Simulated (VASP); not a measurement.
Write the native input for VASP 6.6.1 that does the following.

| Quantity | Value |
| --- | --- |
| Task | relaxation of cell and atoms |
| Functional | PBE |
| Potentials or basis | VASP PAW PBE potentials, release 64 (Si, C) |
| Cutoff | 600 eV |
| k mesh | 12 × 12 × 3 |
| Occupations | gaussian, width 0.03 eV |
| Spin | no spin polarisation |
| Further INCAR settings | ALGO = Normal; EDIFF = 1e-07; IBRION = 2; EDIFFG = -0.005; NSW = 90; ISIF = 3 |

The structure of SiC lies in POSCAR:

```
SiC                                     
1.0
    3.0933125027      0.0000000000      0.0000000000
   -1.5466562463      2.6788872110      0.0000000000
    0.0000000000      0.0000000000     10.1263362769
  Si              C             
     4     4
Direct
     0.6666666699999979    0.3333333300000021    0.9378301239298767
     0.3333333300000021    0.6666666699999979    0.4378301239298767
     0.0000000000000000    0.0000000000000000    0.6878988003605770
     0.0000000000000000    0.0000000000000000    0.1878988003605770
     0.6666666699999979    0.3333333300000021    0.7498156860743713
     0.3333333300000021    0.6666666699999979    0.2498156860743714
     0.0000000000000000    1.0000000000000000    0.5004543896351821
     0.0000000000000000    0.0000000000000000    0.0004543896351821
```

The cell is a database's computed one.

These files were run (other wordings do the same):

INCAR

```
SYSTEM = SiC
ALGO = Normal
EDIFF = 1E-7
EDIFFG = -0.005
ENCUT = 600
GGA = PE
IBRION = 2
ISIF = 3
ISMEAR = 0
KPAR = 2
LASPH = .TRUE.
LCHARG = .FALSE.
LREAL = .FALSE.
LWAVE = .FALSE.
NELM = 80
NSW = 90
PREC = Accurate
SIGMA = 0.03
```

KPOINTS

```
k-points
0
G
  12 12 3
  0 0 0
```

Potentials or basis: VASP PAW PBE potentials, release 64 (Si, C).

Launch:

```console
$ cat potpaw_PBE.64/Si/POTCAR potpaw_PBE.64/C/POTCAR > POTCAR
$ mpirun -np 2 vasp_std > vasp.out
```

It gave:

| Quantity | Value |
| --- | --- |
| Energy gained by relaxing | 0.0 meV/atom |
| Ionic steps | 3 |
| Pressure after relaxing | 0.0 GPa |
| Band gap on the k mesh | 2.22 eV, indirect (least direct gap 3.34 eV) |

Caveat: an odd mesh through Γ misses points on the zone boundary, where band edges often lie.

It took 40 s on 2 MPI ranks on Intel(R) Xeon(R) 6975P-C (Granite Rapids) (shared host), peak memory 0.26 GiB a rank.
